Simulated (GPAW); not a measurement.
Crystal: Co.

```
CELL_PARAMETERS angstrom
2.47200 0.00000 0.00000
-1.23600 2.14081 0.00000
0.00000 0.00000 4.02114
ATOMIC_POSITIONS crystal
Co 0.66667 0.33333 0.75000
Co 0.33333 0.66667 0.25000
```

Program: GPAW 26.7.0. Alike in all runs: spin collinear, ferromagnetic start; cell as given; k mesh 10 × 10 × 6; smearing fermi-dirac 0.05 eV. Hardware: 1 thread of Arm Neoverse V2, on a shared host.

Question: Order these runs on this cell by their wall time, lowest first.
A. task band structure; level PBEsol+U; potentials or basis PAW data sets generated in the run's folder for this functional, pw; U Co d U = 8 eV; cutoff (eV) 600; maxiter 150; band path GMKGALHA,LM,KH; band points 60
B. task band structure; level PBEsol+U; potentials or basis PAW data sets generated in the run's folder for this functional, pw; U Co d U = 3 eV; cutoff (eV) 600; maxiter 150; band path GMKGALHA,LM,KH; band points 60
C. task single point; level LDA; potentials or basis the program's PAW data sets (release 1.2.1) made for this functional, pw; cutoff (eV) 450; maxiter 120; convergence default

Answer: C (22 s), B (60 s), A (150 s).

Caveats: the U is typed as a test and isn't derived for this compound (some runs).
